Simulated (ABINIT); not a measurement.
Runs of ABINIT 10.8.3 (patched build) on Sc. Symmetry: P6_3/mmc, No. 194, hexagonal system. The conventional cell has a = 3.309 Å, b = 3.309 Å, c = 5.273 Å, α = 90.00°, β = 90.00°, γ = 120.00°. Sc (site symmetry -6m2) has 12 Sc at 3.26 to 3.31 Å as nearest neighbours. 

```tsv
task	level	potentials or basis	U	cutoff (eV)	smearing	fine-grid cutoff	double counting (usepawu)	dispersion computed by	gap on the mesh (eV)	pressure (GPa)
single point	PBE	JTH PAW PBE v2.0	-	408	fermi-dirac 0.05 eV	816.342 eV	-	-	none	(a)
single point	PW91+D3(BJ)+U	JTH PAW PBE v2.0	Sc d U = 8 eV, J = 0.5 eV	408	cold (ABINIT) 0.136 eV	816.342 eV	2	simple-dftd3 1.7.0	none	-2.9
band structure	r2SCAN	JTH PAW PBE v2.0	-	490	fermi-dirac 0.05 eV	979.61 eV	-	-	none	-
band structure	r2SCAN	Ansatz PAW PBE default generated set, frozen core	-	490	fermi-dirac 0.05 eV	979.61 eV	-	-	none	-
```

Alike in all rows: no spin polarisation; cell as given; k mesh 9 × 9 × 5.

Problem. Estimate the missing entries.

Solution. (a) -0.8.

Caveats: the PAW data sets were made with another functional, which shifts forces and pressure a little (some runs); U without spin polarisation on a metal has little footing (some runs); pairwise dispersion overbinds metals, which lowers pressure and volume (some runs); the U is typed as a test and isn't derived for this compound (some runs).

A k mesh can miss the band edges.

A gap of «none» marks a metal or a gap under the smearing width.

Not every run made on this cell is shown here.
